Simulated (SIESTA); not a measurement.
**Cu under changes of volume**

One of the cells (11.664 Å³/atom); the others are scaled copies at fixed shape and fractional positions:

```
CELL_PARAMETERS angstrom
2.55088 0.00000 0.00000
-1.27544 2.20913 0.00000
0.00000 0.00000 4.13981
ATOMIC_POSITIONS crystal
Cu 0.66667 0.33333 0.75000
Cu 0.33333 0.66667 0.25000
```

This isn't the form of Cu at room conditions, which is fcc.

* Program: SIESTA 5.4.2
* Functional: PBE
* Potentials or basis: PseudoDojo 0.4 standard (PBE files)
* Basis: DZP (energy shift 0.003 Ry; two zetas on semicore shells)
* Grid cutoff: 800 Ry
* Energy shift: 0.003 Ry
* k mesh: 12 × 12 × 7
* Occupations: fermi-dirac, width 0.05 eV
* Spin: no spin polarisation

| volume (Å³/atom) | energy over the lowest point (meV/atom) | pressure (GPa) |
| --- | --- | --- |
| 10.749 | 67.76 | 20.1 |
| 10.978 | 42.70 | 15.2 |
| 11.207 | ? | ? |
| 11.664 | 3.03 | 3.7 |
| 11.893 | 0.00 | 0.7 |
| 12.122 | 0.96 | -1.9 |

What does the run at 11.207 Å³/atom give?

Energy over the lowest point 24.11 meV/atom; pressure 11.0 GPa.

Worked out: A Birch-Murnaghan fit of order 3 (a polynomial in V^(-2/3)) to the other rows has its minimum at 11.95 Å³/atom with B0 = V·E''(V) = 151 GPa and B' = 4.2 at fixed shape and positions, which overstates the stiffness. It gives 23.93 meV/atom at 11.207 Å³/atom, against the run's 24.11, and -dE/dV = 11.0 GPa, against 11.0.

Energies are extrapolated to zero smearing.

Caveats: short orbitals over semicore shells can move pressures by several GPa; the basis of atomic orbitals isn't converged, which shifts pressures, moduli and gaps.
